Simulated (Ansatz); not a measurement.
**Ge under changes of volume**

One of the cells (18.253 Å³/atom); the others are scaled copies at fixed shape and fractional positions:

```
Ge
1.0
     1.48805   -2.59469    0.00000
     1.48805    2.59469    0.00000
     0.00000    0.00000    4.72760
Ge
2
Direct
  0.33345 0.66655 0.25000
  0.66655 0.33345 0.75000
```

This isn't the form of Ge at room conditions, which is diamond.

| Property | Result |
| --- | --- |
| Program | Ansatz 0.2.0 |
| Functional | HSE06 |
| Potentials or basis | Ansatz PAW |
| Cutoff | 420 eV (not typed: the program's choice for these potentials) |
| k mesh | 6 × 6 × 4 |
| Occupations | fermi-dirac, width 0.05 eV |
| Spin | no spin polarisation |

```tsv
volume (Å³/atom)	energy over the lowest point (meV/atom)	pressure (GPa)	largest force (eV/Å)
17.158	26.30	6.7	0.008
17.523	13.29	4.7	0.005
17.888	4.71	2.8	0.003
18.253	0.41	1.0	0.003
18.618	0.00	-0.6	0.004
18.984	3.10	-2.0	0.003
19.349	?	?	?
```

Question: What does the run at 19.349 Å³/atom give?

Answer: Energy over the lowest point 9.36 meV/atom; pressure -3.3 GPa; largest force 0.002 eV/Å.

Worked out: A Birch-Murnaghan fit of order 3 (a polynomial in V^(-2/3)) to the other rows has its minimum at 18.48 Å³/atom with B0 = V·E''(V) = 82 GPa and B' = 3.0 at fixed shape and positions, which overstates the stiffness. It gives 9.55 meV/atom at 19.349 Å³/atom, against the run's 9.36, and -dE/dV = -3.5 GPa, against -3.3.

Energies are extrapolated to zero smearing.

Caveats: all runs use coarse meshes; the PAW data sets come from PBE, with cores solved anew for the run's functional, which leaves a small shift of forces and pressure; the thresholds are loose for stress.
